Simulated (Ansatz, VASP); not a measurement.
## Two plane-wave programs on HfO2

POSCAR

```
HfO2
1.0
    3.5580193300      0.0000000000      0.0000000000
    0.0000000000      3.5580193300      0.0000000000
    0.0000000000      0.0000000000      5.1718612100
Hf O
2 4
Direct
    0.5000000000      0.5000000000      0.5000000000
    0.0000000000      0.0000000000      0.0000000000
    0.0000000000      0.5000000000      0.6972078800
    0.5000000000      0.0000000000      0.8027921200
    0.5000000000      0.0000000000      0.3027921200
    0.0000000000      0.5000000000      0.1972078800
```

The input INCAR.step1:

```
PREC = Accurate
ENCUT = 520
ISMEAR = 0
SIGMA = 0.1
LREAL = F
LASPH = T
NELM = 100
NBANDS = 31
GGA = PE
ALGO = Normal
EDIFF = 1E-4
LWAVE = T
LCHARG = F
```

Contents of INCAR.step2:

```
PREC = Accurate
ENCUT = 520
EDIFF = 1E-6
ISMEAR = 0
SIGMA = 0.1
LREAL = F
LASPH = T
NELM = 100
ALGO = Normal
ISIF = 2
LWAVE = F
LCHARG = T
METAGGA = R2SCAN
LMIXTAU = T
LELF = T
LVHAR = T
NBANDS = 31
ISTART = 1
```

File KPOINTS:

```
Automatic mesh
0
Gamma
  6 6 4
```

Input for Ansatz:

```yaml
crystal:
  lattice:
    - [3.55801933, 0.0, 0.0]
    - [0.0, 3.55801933, 0.0]
    - [0.0, 0.0, 5.17186121]
  atoms:
    - { symbol: Hf, position: [0.5, 0.5, 0.5] }
    - { symbol: Hf, position: [0.0, 0.0, 0.0] }
    - { symbol: O, position: [0.0, 0.5, 0.69720788] }
    - { symbol: O, position: [0.5, 0.0, 0.80279212] }
    - { symbol: O, position: [0.5, 0.0, 0.30279212] }
    - { symbol: O, position: [0.0, 0.5, 0.19720788] }
basis:
  ecutwfc: 500
kpoints:
  mp_grid: { grid: [6, 6, 4] }
hamiltonian:
  xc: r2scan
scf:
  occupations: { method: gaussian, width: 0.1 }
  lower_state_search: "off"
output:
  forces: true
  stress: true
  eigenvalues: true
```

Alike in both runs: task single point; functional r2SCAN; k mesh 6 × 6 × 4; occupations gaussian, width 0.1 eV; no spin polarisation.

```csv
,VASP,Ansatz
version,VASP 6.6.1,Ansatz 0.2.0
potentials or method,"VASP PAW PBE potentials, release 64 (Hf_pv, O)","scalar-relativistic, plane waves, PAW"
plane-wave cutoff (eV),520,500
valence electrons in the cell,44,76
```

Ansatz gave:

```
gap on the k mesh at the Fermi level (eV)       : 5.31
least direct gap on the mesh (eV)               : 5.39
pressure (GPa)                                  : 4.1
largest component of the traceless stress (GPa) : 0.40
rms of the force components (eV/Å)              : 0.030
```

Which values does VASP return?

gap on the k mesh at the Fermi level (eV): 5.29; least direct gap on the mesh (eV): 5.37; pressure (GPa): 0.4; largest component of the traceless stress (GPa): 0.26; rms of the force components (eV/Å): 0.001.

Atom by atom the forces differ by 0.031 eV/Å (rms over components). The two sets of potentials don't hold the same shells in valence.

Caveats: the PAW data sets were made with another functional, which shifts forces and pressure a little (VASP); spin-orbit coupling is left out, which moves the levels of the heavy elements. r2SCAN opens gaps a little over a GGA but as a rule still falls short of measured ones. A k mesh can miss the band edges.
